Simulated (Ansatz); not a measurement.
NaBr (rock salt)

```xyz
2
Lattice="0.0000 3.0180 3.0180 3.0180 0.0000 3.0180 3.0180 3.0180 0.0000" Properties=species:S:1:pos:R:3 pbc="T T T"
Br     0.0000     0.0000     0.0000
Na     3.0180     3.0180     3.0180
```

The slice is a {110} plane (indices of the conventional cell) through the point (0.000, 0.000, 0.000) (fractional), spanned by u = [100] and v = [1 -1 -1] in vectors of this cell: u (4.27 Å) and v (6.04 Å, at 90° to u). It covers one period; positions are fractions (u, v).

The numbers are results of PBE (plane waves to 420 eV, PAW, scalar-relativistic; Ansatz, a first-principles code), not measurements. k mesh 10×10×10. Inside the PAW spheres the values are not all-electron values, and peaks at nuclei hang on which shells count as valence. NaBr was relaxed with its symmetry unable to fall.

Q: What is the valence density on the shortest Br–Na line in this plane (3.02 Å), at its minimum between the atoms?

A: 0.07 e/Å³.

Q: What is the ELF at the density minimum of the shortest Br–Na line in this plane (3.02 Å)?

A: 0.0.

Q: Predict the map of the electron localisation function (ELF) on the slice.

A: 
```
|xxxx6699998866220000226688999966xx|
|4466999999885511000011558899999966|
|9999999988774411000011447788999999|
|9999998877552200000000225577889999|
|9988887755331100000000113355778888|
|5555554422000000000000000022445555|
|0000000000000000000000000000000000|
|0000000000000000000000000000000000|
|5544110000000000000000000000001144|
|6677662200000000000000000000226677|
|xxxx7744000000000000000000004477xx|
|xxxx6655000000000000000000005566xx|
|xxxx7744000000000000000000004477xx|
|6677662200000000000000000000226677|
|5544110000000000000000000000001144|
|0000000000000000000000000000000000|
|0000000000000000000000000000000000|
|5555554422000000000000000022445555|
|9988887755331100000000113355778888|
|9999998877552200000000225577889999|
|9999999988774411000011447788999999|
|4466999999885511000011558899999966|
|xxxx6699998866220000226688999966xx|
|xxxx4499998866220000226688999944xx|
```
Scale: ten equal steps from 0.01 (start of '0') to 0.88 (end of '9'), in the order '0123456789'. Values: electron localisation function (ELF). The map has 17 points along u (two characters each, u = 0 at the left) and 24 along v (v = 0 in the bottom row). Points within 0.5 Å of a nucleus are blanked (x), as the pseudised field means little there.
